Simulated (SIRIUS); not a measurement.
Moving the dispersion correction in ZrC

It takes space group Fm-3m (No. 225, cubic). Conventional cell: a = 4.730 Å, b = 4.730 Å, c = 4.730 Å, α = 90.00°, β = 90.00°, γ = 90.00°. Around Zr (site symmetry m-3m) lie 6 C at 2.37 Å. C (site symmetry m-3m) has 6 Zr at 2.37 Å as nearest neighbours.

Kept alike: task equation of state; functional PBE; k mesh 10 × 10 × 10; occupations fermi-dirac, width 0.05 eV; no spin polarisation. Program: SIRIUS, all-electron FP-LAPW, apw+lo standard, cutoff 246 eV. The mesh is that of the run's cell of 2 atoms. No spin-orbit coupling.

```csv
dispersion correction,volume (Å³/atom),bulk modulus (GPa)
D3(zero),12.809,232.4
D3(BJ),12.757,232.1
D4,12.858,228.0
none,13.054,221.5
```

Volume and modulus come from cells scaled at fixed shape and fractions.

The volume runs from 12.757 (D3(BJ)) to 13.054 Å³/atom (none). Against no correction: D3(zero) -1.9 %; D3(BJ) -2.3 %; D4 -1.5 %. Dispersion terms mostly attract and so lower the volume; the schemes' coefficients and damping set how far. Measured: 12.96 Å³/atom (a printed reference work); nearest D4; none, 0.09 Å³/atom off. The runs are for a static lattice. The bulk modulus runs from 221.5 (none) to 232.4 GPa (D3(zero)).
